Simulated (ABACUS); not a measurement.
Here is an ABACUS 3.10.1 calculation.

File INPUT:

```
INPUT_PARAMETERS
suffix              GaN
calculation         scf
basis_type          pw
pseudo_dir          ./
symmetry            1
dft_functional      MGGA_X_M06_L+MGGA_C_M06_L
ecutwfc             97
pseudo_rcut         10
nspin               1
nbands              19
ks_solver           dav
smearing_method     fd
smearing_sigma      0.00367493
scf_thr             1e-08
scf_nmax            100
mixing_type         broyden
mixing_beta         0.7
cal_force           1
cal_stress          1
mixing_tau          1
out_chg             1
kpar                4
```

STRU

```
ATOMIC_SPECIES
Ga 69.7230 Ga_ONCV_PBE-1.2.upf
N 14.0070 N_ONCV_PBE-1.2.upf

LATTICE_CONSTANT
1.8897261246

LATTICE_VECTORS
0.0000000000 2.2535006075 2.2535006075
2.2535006075 0.0000000000 2.2535006075
2.2535006075 2.2535006075 0.0000000000

ATOMIC_POSITIONS
Direct

Ga
0.0
1
0.0000000000 0.0000000000 0.0000000000 1 1 1

N
0.0
1
0.2500000000 0.2500000000 0.2500000000 1 1 1
```

File KPT:

```
K_POINTS
0
Gamma
6 6 6 0 0 0
```

Potentials or basis: SG15 ONCV 1.2 PBE, plane waves.

Run with:

```bash
$ OMP_NUM_THREADS=1 mpirun -np 4 abacus > log
```

Q: Predict the pressure.

A: -0.6 GPa.

Q: What does it give for the band gap on the k mesh?

A: 1.72 eV, direct.

Caveat: the potentials were made for another functional, which shifts forces and pressure.

**Measured values to compare with.**

From a printed reference work, textbook, for a bulk crystal of GaN at 0 K: band gap 3.299 eV (direct).

Against the measured gap of GaN, 3.299 eV (direct; 0 K; a printed reference work, textbook), the calculated 1.72 eV is off by -1.58 eV. Spin-orbit coupling on Ga is left out. The value is that of M06-L, without temperature or zero-point motion. The cell is a database's relaxed one, not the measured one, which moves gaps too.
